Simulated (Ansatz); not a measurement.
The system is Ni.

```xyz
2
Lattice="2.4480 0.0000 0.0000 -1.2240 2.1201 0.0000 0.0000 0.0000 4.0728" Properties=species:S:1:pos:R:3 pbc="T T T"
Ni    1.2240    0.7067    3.0546
Ni    0.0000    1.4134    1.0182
```

This isn't the form of Ni at room conditions, which is fcc.

* Program: Ansatz 0.2.0
* Task: relaxation of cell and atoms
* Functional: PBE0
* Potentials or basis: Ansatz PAW
* Cutoff: 420 eV (not typed: the program's choice for these potentials)
* k mesh: 6 × 6 × 4
* Occupations: fermi-dirac, width 0.05 eV
* Spin: collinear spin, ferromagnetic start
* Starting moments: [1.0, 1.0] μB

At the start: volume 10.57 Å³/atom.

Problem. How do energy, volume and symmetry change on relaxing?

Solution. It ends after 5 steps and the volume is 10.56 Å³/atom (-0.1 %); space group P6_3/mmc (No. 194, to 0.05 Å); moment 1.43 μB per cell.

The path:
| step | energy change (eV) | largest force (eV/Å) | volume (Å³) |
| --- | --- | --- | --- |
| 1 | 0.0000 | 0.0000 | 21.14 |
| 2 | -0.0030 | 0.0000 | 21.12 |
| 3 | -0.0046 | 0.0000 | 21.10 |
| 4 | -0.0046 | 0.0000 | 21.11 |
| 5 | -0.0044 | 0.0000 | 21.11 |

Final structure:
```
CELL_PARAMETERS angstrom
2.46162 0.00000 0.00000
-1.23081 2.13182 0.00000
0.00000 0.00000 4.02308
ATOMIC_POSITIONS crystal
Ni 0.66667 0.33333 0.75000
Ni 0.33333 0.66667 0.25000
```

Caveat: the k mesh is coarse (spacing up to 0.49 Å⁻¹), so the values aren't converged, least of all with exact exchange; the magnetic or orbital state may not be the lowest; the plane-wave basis is chosen anew once the cell has moved, so the energies of steps on either side of that aren't comparable; the pressure holds a Pulay correction of +0.5 GPa for the finite cutoff; the PAW data sets come from PBE, with cores solved anew for the run's functional, which leaves a small shift of forces and pressure.
